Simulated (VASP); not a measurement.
**LiCl in VASP 6.6.1, single-point calculation**

INCAR

```
LREAL = .FALSE.
ISIF = 2
IBRION = -1
ISMEAR = 0
NELM = 120
PREC = Accurate
LCHARG = .FALSE.
LWAVE = .FALSE.
NSW = 0
EDIFF = 1E-7
METAGGA = MBJ
LASPH = .TRUE.
SIGMA = 0.01
IVDW = 11
NBANDS = 12
ENCUT = 520
```

KPOINTS

```
KPOINTS created by Atomic Simulation Environment
0
Gamma
8 8 8
0 0 0
```

POSCAR

```
Li Cl
 1.0000000000000000
    -0.0000000000000000    2.5560369973268311    2.5560369973268311
     2.5560369973268311   -0.0000000000000000    2.5560369973268311
     2.5560369973268311    2.5560369973268311   -0.0000000000000000
 Li  Cl
   1   1
Cartesian
  0.0000000000000000 -0.0000000000000000 -0.0000000000000000
  2.5560369973268307  2.5560369973268307  2.5560369973268307
```

The recommended PBE PAW datasets give the neutral cell 10 valence electrons.

Command

```
mpirun -np 1 vasp_std
```

Q: Predict the outcome of this run.

A: VASP stopped before the first electronic step.

Standard output (part)

```
POSCAR found type information on POSCAR LiCl
 POSCAR found :  2 types and       2 ions
|     EEEEEEE  RRRRRR   RRRRRR   OOOOOOO  RRRRRR      ###     ###     ###     |
|     E        R     R  R     R  O     O  R     R     ###     ###     ###     |
|     E        R     R  R     R  O     O  R     R     ###     ###     ###     |
|     EEEEE    RRRRRR   RRRRRR   O     O  RRRRRR       #       #       #      |
|     E        R    R   R    R   O     O  R    R      ###     ###     ###     |
|     EEEEEEE  R     R  R     R  OOOOOOO  R     R     ###     ###     ###     |
|     Unsupported xc functional, please specify VDW_S6, VDW_S8, VDW_SR        |
|     and VDW_SR8 in the INCAR file.                                          |
|       ---->  I REFUSE TO CONTINUE WITH THIS SICK JOB ... BYE!!! <----       |
```
